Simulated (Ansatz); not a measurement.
**SnO2 (I4_1/amd), random displacements**

Level of theory: DFT LDA, scalar-relativistic, plane waves, PAW (Ansatz 0.2.0). The runs took a 420 eV cutoff, a Γ-centred 10×10×10 mesh and Gaussian smearing (0.05 eV). No spin polarisation. Energies are free energies at this smearing, counted from the undisturbed cell; pressure is positive in compression.

The undisturbed cell (as given, not relaxed at this level; this form isn't the usual structure):

```
Sn O
1.0
    -2.00007    2.00007    5.12368
     2.00007   -2.00007    5.12368
     2.00007    2.00007   -5.12368
Sn O
2 4
Direct
  0.75000 0.25000 0.50000
  0.00000 0.00000 0.00000
  0.79652 0.79652 0.00000
  0.95348 0.45348 0.50000
  0.20348 0.20348 0.00000
  0.54652 0.04652 0.50000
```

After a displacement of all atoms with no net shift and a strain of the cell, the run gives ΔE = 221.1 meV/atom; stress (xx, yy, zz, yz, xz, xy; compression positive) (-5.90, 15.37, 15.94, -5.47, 6.06, -1.77) GPa; gap on the mesh 1.51 eV.

| atom | Fx (eV/Å) | Fy | Fz |
| --- | --- | --- | --- |
| Sn1 | -0.132 | -1.446 | 6.158 |
| Sn2 | 1.078 | 4.434 | -3.955 |
| O3 | -0.024 | -0.147 | -1.205 |
| O4 | -0.822 | -0.169 | 1.190 |
| O5 | 0.091 | 1.388 | 0.973 |
| O6 | -0.192 | -4.061 | -3.161 |

Which displacements (Å, in the unstrained cell) and strain were applied?

```csv
atom,ux,uy,uz
Sn1,0.11,0.08,-0.12
Sn2,-0.15,-0.19,0.08
O3,0.05,0.07,0.11
O4,-0.02,0.00,-0.12
O5,0.06,0.01,-0.07
O6,-0.05,0.04,0.12
```
Strain (Voigt, engineering shear): (-0.0072, -0.0008, 0.0039, -0.0055, 0.0108, 0.0034).

Cost: 1 run of about 2.6 core-minutes, on Oxide Virtual Turin-like Processor (Zen 5) (shared hosts).